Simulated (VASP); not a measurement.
The system is CaSe.

```xyz
2
Lattice="0.0000 2.9450 2.9450 2.9450 0.0000 2.9450 2.9450 2.9450 0.0000" Properties=species:S:1:pos:R:3 pbc="T T T"
Ca    0.0000    0.0000    0.0000
Se    2.9450    2.9450    2.9450
```

The cell was built by a generator and needn't be a form met in nature.

* Program: VASP 6.6.1
* Task: relaxation of cell and atoms
* Functional: PBE
* Potentials or basis: VASP PAW PBE potentials, release 64 (Ca_sv, Se)
* Cutoff: 700 eV
* k mesh: 8 × 8 × 8
* Occupations: gaussian, width 0.02 eV
* Spin: no spin polarisation

At the start: pressure 2.0 GPa; volume 25.54 Å³/atom.

Question: How do energy, volume and symmetry change on relaxing?

Answer: Over 3 steps the energy falls by 5.9 meV/atom and the volume is 26.53 Å³/atom (+3.9 %); space group Fm-3m (No. 225, to 0.05 Å).

Step by step:
| step | energy change (eV) | largest force (eV/Å) | pressure (GPa) | volume (Å³) |
| --- | --- | --- | --- | --- |
| 1 | 0.0000 | 0.0000 | 1.99 | 51.08 |
| 2 | -0.0114 | 0.0000 | -0.35 | 53.47 |
| 3 | -0.0119 | 0.0000 | 0.00 | 53.07 |

Final structure:
```
Ca Se
1.0
     0.00000    2.98262    2.98262
     2.98262    0.00000    2.98262
     2.98262    2.98262    0.00000
Ca Se
1 1
Direct
  0.00000 0.00000 0.00000
  0.50000 0.50000 0.50000
```
